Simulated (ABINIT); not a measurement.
# PbS (Galena) (Fm-3m) in ABINIT: further runs

The runs below take PbS (Galena) through single point, with HSE06.

All numbers are computed with ABINIT 10.8.3 (patched build); they aren't measurements. Logs are shortened: lines on timing, memory, paths and dates and some standing lists are left out, and cuts for length are marked. The log counts tension as positive stress, the text compression.

### 1 The structure

Symmetry: Fm-3m, No. 225, cubic system. The conventional cell has a = 5.931 Å, b = 5.931 Å, c = 5.931 Å, α = 90.00°, β = 90.00°, γ = 90.00°. Pb (site symmetry m-3m) is surrounded by 6 S at 2.97 Å. S (site symmetry m-3m) has 6 Pb at 2.97 Å as nearest neighbours.

### 2 Single point, HSE06

run.abi reads:

```
# Pseudopotentials
pp_dirpath "./"
pseudos "82_Pb_14_3.0_3.1_pbe_n_v1.0.psp8, 16_S_6_1.8_1.9_pbe_n_v1.0.psp8"

# Structure
acell 7.9258966301 7.9258966301 7.9258966301
rprim
     0.0000000000     0.7071067812     0.7071067812
     0.7071067812     0.0000000000     0.7071067812
     0.7071067812     0.7071067812     0.0000000000
ntypat 2
znucl 82 16
natom 2
typat 1 2
xred
     0.0000000000     0.0000000000     0.0000000000
     0.5000000000     0.5000000000     0.5000000000

# Plane-wave basis
ecut 18.0

# k points
kptopt 1
ngkpt 6 6 6
nshiftk 1
shiftk 0.0 0.0 0.0

# Exchange and correlation
ixc -428
fockdownsampling 2 2 2
hyb_mixing_sr 0.15

# Bands and occupations
nband 14
occopt 3
tsmear 0.00183747

# SCF cycle
nstep 60
toldfe 1.0e-7

# Output
iomode 3
prtwf 0
prtden 0
prteig 0
prtebands 0
enunit 2
```

Potentials or basis: SPMS NC PBE v1.0.

Started as:

```
$ mpirun --bind-to none -np 4 abinit run.abi > log 2>&1
```

run.abo:

```text
.Version 10.8.3 of ABINIT
 Symmetries : space group Fm -3 m (#225); Bravais cF (face-center cubic)
================================================================================
 Values of the parameters that define the memory need of the present run
     intxc =       0    ionmov =       0      iscf =       7    lmnmax =       6
     lnmax =       6     mgfft =      32  mpssoang =       3    mqgrid =    3001
     natom =       2  nloc_mem =       1    nspden =       1   nspinor =       1
    nsppol =       1      nsym =      48    n1xccc =    2501    ntypat =       2
    occopt =       3   xclevel =       2
       mpw =        1303          nfft =       32768          nkpt =          16
================================================================================
================================================================================

--------------------------------------------------------------------------------
------------- Echo of variables that govern the present computation ------------
--------------------------------------------------------------------------------
 -outvars: echo values of preprocessed input variables --------
            acell      7.9258966301E+00  7.9258966301E+00  7.9258966301E+00 Bohr
              amu      2.07200000E+02  3.20660000E+01
             ecut      1.80000000E+01 Hartree
           enunit           2
 fockdownsampling           2       2       2
   hyb_mixing_sr       1.5000000000E-01
              ixc        -428
         kptrlatt        6    0    0      0    6    0      0    0    6
          kptrlen      4.75553798E+01
            natom           2
            nband          14
          nbandhf          14
            ngfft          32      32      32
             nkpt          16
           nkpthf          27
            nstep          60
             nsym          48
           ntypat           2
           occopt           3
        optforces           0
        optstress           0
           prtden           0
        prtebands           0
           prteig           0
            prtwf           0
            rprim      0.0000000000E+00  7.0710678120E-01  7.0710678120E-01
                       7.0710678120E-01  0.0000000000E+00  7.0710678120E-01
                       7.0710678120E-01  7.0710678120E-01  0.0000000000E+00
          spgroup         225
           toldfe      1.00000000E-07 Hartree
           tsmear      1.83747000E-03 Hartree
            typat      1  2
          usefock           1
           xangst      0.0000000000E+00  0.0000000000E+00  0.0000000000E+00
                       2.9657499981E+00  2.9657499981E+00  2.9657499981E+00
            xcart      0.0000000000E+00  0.0000000000E+00  0.0000000000E+00
                       5.6044552542E+00  5.6044552542E+00  5.6044552542E+00
             xred      0.0000000000E+00  0.0000000000E+00  0.0000000000E+00
                       5.0000000000E-01  5.0000000000E-01  5.0000000000E-01
            znucl       82.00000   16.00000
[... 74 lines left out ...]
lattice_angles: [ 60.000,  60.000,  60.000, ] # degrees, (23, 13, 12)
lattice_volume:   3.5207097E+02
convergence: {deltae:  4.898E-08, res2:  4.397E-06, residm:  2.671E-05, diffor:  0.000E+00, }
etotal    :  -7.37500829E+01
entropy   :   0.00000000E+00
fermie    :   1.92817667E-01
cartesian_stress_tensor: null
pressure_GPa: null
xred      :
- [  0.0000E+00,   0.0000E+00,   0.0000E+00, Pb]
- [  5.0000E-01,   5.0000E-01,   5.0000E-01,  S]
cartesian_forces: null
force_length_stats: {min: null, max: null, mean: null, }
...

 Integrated electronic density in atomic spheres:
 ------------------------------------------------
 Atom  Sphere_radius  Integrated_density
    1        2.00000          9.66219028
    2        2.00000          3.84320466
================================================================================

 ----iterations are completed or convergence reached----

 Mean square residual over all n,k,spin=   14.799E-08; max=  26.713E-06
 reduced coordinates (array xred) for    2 atoms
       0.000000000000      0.000000000000      0.000000000000
       0.500000000000      0.500000000000      0.500000000000

 cartesian coordinates (angstrom) at end:
    1      0.00000000000000     0.00000000000000     0.00000000000000
    2      2.96574999805418     2.96574999805418     2.96574999805418
 length scales=  7.925896630100  7.925896630100  7.925896630100 bohr
              =  4.194203869776  4.194203869776  4.194203869776 angstroms
 Fermi (or HOMO) energy (hartree) =   0.19282   Average Vxc (hartree)=  -0.33246
 Eigenvalues (hartree) for nkpt=  16  k points:
 kpt#   1, nband= 14, wtk=  0.00463, kpt=  0.0000  0.0000  0.0000 (reduced coord)
  -0.44273   -0.44273   -0.44273   -0.44228   -0.44228   -0.35022   -0.05241    0.09568
   0.09568    0.09568    0.38475    0.38475    0.38475    0.45104
      occupation numbers for kpt#   1
   2.00000    2.00000    2.00000    2.00000    2.00000    2.00000    2.00000    2.00000
   2.00000    2.00000    0.00000    0.00000    0.00000    0.00000
 prteigrs : prtvol=0 or 1, do not print more k-points.

 Fermi (or HOMO) energy (eV) =   5.24684   Average Vxc (eV)=  -9.04672
 Eigenvalues (   eV  ) for nkpt=  16  k points:
 kpt#   1, nband= 14, wtk=  0.00463, kpt=  0.0000  0.0000  0.0000 (reduced coord)
 -12.04731  -12.04731  -12.04731  -12.03506  -12.03506   -9.52993   -1.42622    2.60369
   2.60369    2.60369   10.46970   10.46970   10.46970   12.27334
 prteigrs : prtvol=0 or 1, do not print more k-points.

--- !EnergyTerms
iteration_state     : {dtset: 1, }
comment             : Components of total free energy in Hartree
kinetic             :  2.91930632395993E+01
hartree             :  1.13239943656207E+01
xc                  : -1.77361173457292E+01
Ewald energy        : -5.56148220162385E+01
psp_core            :  3.14871261290514E+00
local_psp           : -3.77030285921849E+01
non_local_psp+x     : -6.36188071915965E+00
internal            : -7.37500784551871E+01
'-kT*entropy'       : -4.44300572152855E-06
total_energy        : -7.37500828981928E+01
...

--- !EnergyTermsDC
iteration_state     : {dtset: 1, }
comment             : '"Double-counting" decomposition of free energy'
band_energy         : -4.79373762160476E+00
Ewald energy        : -5.56148220162385E+01
psp_core            :  3.14871261290514E+00
xc_dc               : -1.64902139142664E+01
internal            : -7.37500609392045E+01
'-kT*entropy'       : -4.44300572152855E-06
total_energy_dc     : -7.37500653822102E+01
...

== END DATASET(S) ==============================================================
================================================================================

 -outvars: echo values of variables after computation  --------
            acell      7.9258966301E+00  7.9258966301E+00  7.9258966301E+00 Bohr
           etotal     -7.3750082898E+01
            fcart      9.9999999999E+99  9.9999999999E+99  9.9999999999E+99
                       9.9999999999E+99  9.9999999999E+99  9.9999999999E+99
            rprim      0.0000000000E+00  7.0710678120E-01  7.0710678120E-01
                       7.0710678120E-01  0.0000000000E+00  7.0710678120E-01
                       7.0710678120E-01  7.0710678120E-01  0.0000000000E+00
           strten      9.9999999999E+99  9.9999999999E+99  9.9999999999E+99
                       9.9999999999E+99  9.9999999999E+99  9.9999999999E+99
           xangst      0.0000000000E+00  0.0000000000E+00  0.0000000000E+00
                       2.9657499981E+00  2.9657499981E+00  2.9657499981E+00
             xred      0.0000000000E+00  0.0000000000E+00  0.0000000000E+00
                       5.0000000000E-01  5.0000000000E-01  5.0000000000E-01
 Calculation completed.
```

Wall time 7.7 min (4 MPI ranks of Arm Neoverse V1, shared host); peak memory 0.28 GiB.

Results:

| Quantity | Value |
| --- | --- |
| Free energy | -2006.8420 eV |
| Band gap on the k mesh | 0.52 eV, direct |
| Valence electrons inside the program's atomic spheres | Pb 9.66; S 3.84 |

Levels at points of the mesh, in eV from the valence-band top:
| k point | band 6 | band 7 | band 8 | band 9 | band 10 | band 11 | band 12 | band 13 | band 14 |
| --- | --- | --- | --- | --- | --- | --- | --- | --- | --- |
| (0.00, 0.00, 0.00) | -14.51 | -6.41 | -2.38 | -2.38 | -2.38 | 5.49 | 5.49 | 5.49 | 7.29 |
| (0.50, 0.00, 0.00) | -13.21 | -9.43 | -1.91 | -1.91 | 0.00 | 0.52 | 2.12 | 2.12 | 9.24 |
| (0.50, 0.50, 0.00) | -12.68 | -7.65 | -5.58 | -3.73 | -3.73 | 4.32 | 6.01 | 6.04 | 6.04 |

Caveat: exact exchange is summed on a coarse mesh, which widens gaps by tenths of an eV; Libxc's HSE differs a little from that of other programs; the potentials were made for another functional, which shifts forces and pressure; spin-orbit coupling is left out, which as a rule narrows the gap of such compounds by several tenths of an eV. A k mesh can miss the band edges.

### 3 Single point, HSE06

run.abi: that of step 2 with these lines changed.

```diff
@@ -30,3 +30,3 @@
 fockdownsampling 2 2 2
-hyb_mixing_sr 0.15
+hyb_mixing_sr 0.35
```

Potentials or basis: SPMS NC PBE v1.0.

Started as:

```
$ mpirun --bind-to none -np 4 abinit run.abi > log 2>&1
```

run.abo:

```text
.Version 10.8.3 of ABINIT
 Symmetries : space group Fm -3 m (#225); Bravais cF (face-center cubic)
================================================================================
 Values of the parameters that define the memory need of the present run
     intxc =       0    ionmov =       0      iscf =       7    lmnmax =       6
     lnmax =       6     mgfft =      32  mpssoang =       3    mqgrid =    3001
     natom =       2  nloc_mem =       1    nspden =       1   nspinor =       1
    nsppol =       1      nsym =      48    n1xccc =    2501    ntypat =       2
    occopt =       3   xclevel =       2
       mpw =        1303          nfft =       32768          nkpt =          16
================================================================================
================================================================================

--------------------------------------------------------------------------------
------------- Echo of variables that govern the present computation ------------
--------------------------------------------------------------------------------
 -outvars: echo values of preprocessed input variables --------
            acell      7.9258966301E+00  7.9258966301E+00  7.9258966301E+00 Bohr
              amu      2.07200000E+02  3.20660000E+01
             ecut      1.80000000E+01 Hartree
           enunit           2
 fockdownsampling           2       2       2
   hyb_mixing_sr       3.5000000000E-01
              ixc        -428
         kptrlatt        6    0    0      0    6    0      0    0    6
          kptrlen      4.75553798E+01
            natom           2
            nband          14
          nbandhf          14
            ngfft          32      32      32
             nkpt          16
           nkpthf          27
            nstep          60
             nsym          48
           ntypat           2
           occopt           3
        optforces           0
        optstress           0
           prtden           0
        prtebands           0
           prteig           0
            prtwf           0
            rprim      0.0000000000E+00  7.0710678120E-01  7.0710678120E-01
                       7.0710678120E-01  0.0000000000E+00  7.0710678120E-01
                       7.0710678120E-01  7.0710678120E-01  0.0000000000E+00
          spgroup         225
           toldfe      1.00000000E-07 Hartree
           tsmear      1.83747000E-03 Hartree
            typat      1  2
          usefock           1
           xangst      0.0000000000E+00  0.0000000000E+00  0.0000000000E+00
                       2.9657499981E+00  2.9657499981E+00  2.9657499981E+00
            xcart      0.0000000000E+00  0.0000000000E+00  0.0000000000E+00
                       5.6044552542E+00  5.6044552542E+00  5.6044552542E+00
             xred      0.0000000000E+00  0.0000000000E+00  0.0000000000E+00
                       5.0000000000E-01  5.0000000000E-01  5.0000000000E-01
            znucl       82.00000   16.00000

================================================================================

 chkinp: Checking input parameters for consistency.

================================================================================
== DATASET  1 ==================================================================

--- !DatasetInfo
iteration_state: {dtset: 1, }
dimensions: {natom: 2, nkpt: 16, mband: 14, nsppol: 1, nspinor: 1, nspden: 1, mpw: 1303, }
cutoff_energies: {ecut:  18.0, pawecutdg:  -1.0, }
electrons: {nelect:   2.00000000E+01, charge:   0.00000000E+00, occopt:   3.00000000E+00, tsmear:   1.83747000E-03, }
meta: {optdriver: 0, ionmov: 0, optcell: 0, iscf: 7, paral_kgb: 0, }
...

 Real(R)+Recip(G) space primitive vectors, cartesian coordinates (Bohr,Bohr^-1):
 R(1)=  0.0000000  5.6044553  5.6044553  G(1)= -0.0892147  0.0892147  0.0892147
 R(2)=  5.6044553  0.0000000  5.6044553  G(2)=  0.0892147 -0.0892147  0.0892147
 R(3)=  5.6044553  5.6044553  0.0000000  G(3)=  0.0892147  0.0892147 -0.0892147
[... 44 lines left out ...]
 ETOT 14  -73.530153509813    -1.456E-07 6.606E-06 3.475E-05
 ETOT 15  -73.530153947627    -4.378E-07 5.069E-06 2.025E-06
 ETOT 16  -73.530154653774    -7.061E-07 4.298E-06 6.464E-06
 ETOT 17  -73.530154973119    -3.193E-07 2.955E-06 1.018E-04
 ETOT 18  -73.530155610591    -6.375E-07 2.789E-06 2.308E-05
 ETOT 19  -73.530155505228     1.054E-07 1.972E-06 8.616E-06
 ETOT 20  -73.530155346412     1.588E-07 1.644E-06 2.223E-06
 ETOT 21  -73.530155101744     2.447E-07 1.238E-06 1.172E-06
 ETOT 22  -73.530155002340     9.940E-08 9.935E-07 9.556E-07
 ETOT 23  -73.530155014757    -1.242E-08 7.551E-07 2.359E-06

 At SCF step   23, etot is converged :
  for the second time, diff in etot=  1.242E-08 < toldfe=  1.000E-07

--- !ResultsGS
iteration_state: {dtset: 1, }
comment   : Summary of ground state results
lattice_vectors:
- [  0.0000000,   5.6044553,   5.6044553, ]
- [  5.6044553,   0.0000000,   5.6044553, ]
- [  5.6044553,   5.6044553,   0.0000000, ]
lattice_lengths: [   7.92590,    7.92590,    7.92590, ]
lattice_angles: [ 60.000,  60.000,  60.000, ] # degrees, (23, 13, 12)
lattice_volume:   3.5207097E+02
convergence: {deltae: -1.242E-08, res2:  2.359E-06, residm:  7.551E-07, diffor:  0.000E+00, }
etotal    :  -7.35301550E+01
entropy   :   0.00000000E+00
fermie    :   1.85448281E-01
cartesian_stress_tensor: null
pressure_GPa: null
xred      :
- [  0.0000E+00,   0.0000E+00,   0.0000E+00, Pb]
- [  5.0000E-01,   5.0000E-01,   5.0000E-01,  S]
cartesian_forces: null
force_length_stats: {min: null, max: null, mean: null, }
...

 Integrated electronic density in atomic spheres:
 ------------------------------------------------
 Atom  Sphere_radius  Integrated_density
    1        2.00000          9.63864895
    2        2.00000          3.83317906
================================================================================

 ----iterations are completed or convergence reached----

 Mean square residual over all n,k,spin=   66.880E-10; max=  75.508E-08
 reduced coordinates (array xred) for    2 atoms
       0.000000000000      0.000000000000      0.000000000000
       0.500000000000      0.500000000000      0.500000000000

 cartesian coordinates (angstrom) at end:
    1      0.00000000000000     0.00000000000000     0.00000000000000
    2      2.96574999805418     2.96574999805418     2.96574999805418
 length scales=  7.925896630100  7.925896630100  7.925896630100 bohr
              =  4.194203869776  4.194203869776  4.194203869776 angstroms
 Fermi (or HOMO) energy (hartree) =   0.18545   Average Vxc (hartree)=  -0.28460
 Eigenvalues (hartree) for nkpt=  16  k points:
 kpt#   1, nband= 14, wtk=  0.00463, kpt=  0.0000  0.0000  0.0000 (reduced coord)
  -0.46526   -0.46526   -0.46512   -0.46512   -0.46512   -0.40680   -0.08141    0.07270
   0.07270    0.07270    0.38884    0.38884    0.38884    0.46633
      occupation numbers for kpt#   1
   2.00000    2.00000    2.00000    2.00000    2.00000    2.00000    2.00000    2.00000
   2.00000    2.00000    0.00000    0.00000    0.00000    0.00000
 prteigrs : prtvol=0 or 1, do not print more k-points.

 Fermi (or HOMO) energy (eV) =   5.04630   Average Vxc (eV)=  -7.74426
 Eigenvalues (   eV  ) for nkpt=  16  k points:
 kpt#   1, nband= 14, wtk=  0.00463, kpt=  0.0000  0.0000  0.0000 (reduced coord)
 -12.66038  -12.66038  -12.65643  -12.65643  -12.65643  -11.06962   -2.21526    1.97820
   1.97820    1.97820   10.58085   10.58085   10.58085   12.68958
 prteigrs : prtvol=0 or 1, do not print more k-points.

--- !EnergyTerms
iteration_state     : {dtset: 1, }
comment             : Components of total free energy in Hartree
kinetic             :  2.90519694336201E+01
hartree             :  1.12675696260747E+01
xc                  : -1.62990732750499E+01
Ewald energy        : -5.56148220162385E+01
psp_core            :  3.14871261290514E+00
local_psp           : -3.75901142724915E+01
non_local_psp+x     : -7.49439663060574E+00
internal            : -7.35301545217857E+01
'-kT*entropy'       : -4.92971634267067E-07
total_energy        : -7.35301550147573E+01
...

--- !EnergyTermsDC
iteration_state     : {dtset: 1, }
comment             : '"Double-counting" decomposition of free energy'
band_energy         : -5.33017016872539E+00
Ewald energy        : -5.56148220162385E+01
psp_core            :  3.14871261290514E+00
xc_dc               : -1.57338715865375E+01
internal            : -7.35301511585963E+01
'-kT*entropy'       : -4.92971634267067E-07
total_energy_dc     : -7.35301516515679E+01
...

== END DATASET(S) ==============================================================
================================================================================

 -outvars: echo values of variables after computation  --------
            acell      7.9258966301E+00  7.9258966301E+00  7.9258966301E+00 Bohr
           etotal     -7.3530155015E+01
            fcart      9.9999999999E+99  9.9999999999E+99  9.9999999999E+99
                       9.9999999999E+99  9.9999999999E+99  9.9999999999E+99
            rprim      0.0000000000E+00  7.0710678120E-01  7.0710678120E-01
                       7.0710678120E-01  0.0000000000E+00  7.0710678120E-01
                       7.0710678120E-01  7.0710678120E-01  0.0000000000E+00
           strten      9.9999999999E+99  9.9999999999E+99  9.9999999999E+99
                       9.9999999999E+99  9.9999999999E+99  9.9999999999E+99
           xangst      0.0000000000E+00  0.0000000000E+00  0.0000000000E+00
                       2.9657499981E+00  2.9657499981E+00  2.9657499981E+00
             xred      0.0000000000E+00  0.0000000000E+00  0.0000000000E+00
                       5.0000000000E-01  5.0000000000E-01  5.0000000000E-01
 Calculation completed.
```

Run time: 15 min. Hardware: 4 MPI ranks of Arm Neoverse V1, shared host; peak memory 0.28 GiB.

Results:

- Free energy: -2000.8574 eV
- Band gap on the k mesh: 0.78 eV, direct
- Valence electrons inside the program's atomic spheres: Pb 9.64; S 3.83

Levels at points of the mesh, in eV from the valence-band top:
| k point | band 6 | band 7 | band 8 | band 9 | band 10 | band 11 | band 12 | band 13 | band 14 |
| --- | --- | --- | --- | --- | --- | --- | --- | --- | --- |
| (0.00, 0.00, 0.00) | -15.73 | -6.87 | -2.68 | -2.68 | -2.68 | 5.92 | 5.92 | 5.92 | 8.03 |
| (0.50, 0.00, 0.00) | -14.33 | -10.20 | -2.09 | -2.09 | 0.00 | 0.78 | 2.36 | 2.36 | 10.01 |
| (0.50, 0.50, 0.00) | -13.62 | -8.23 | -6.09 | -4.12 | -4.12 | 4.92 | 6.57 | 6.57 | 6.63 |

Caveat: exact exchange is summed on a coarse mesh, which widens gaps by tenths of an eV; Libxc's HSE differs a little from that of other programs; the potentials were made for another functional, which shifts forces and pressure; spin-orbit coupling is left out, which as a rule narrows the gap of such compounds by several tenths of an eV. A k mesh can miss the band edges.
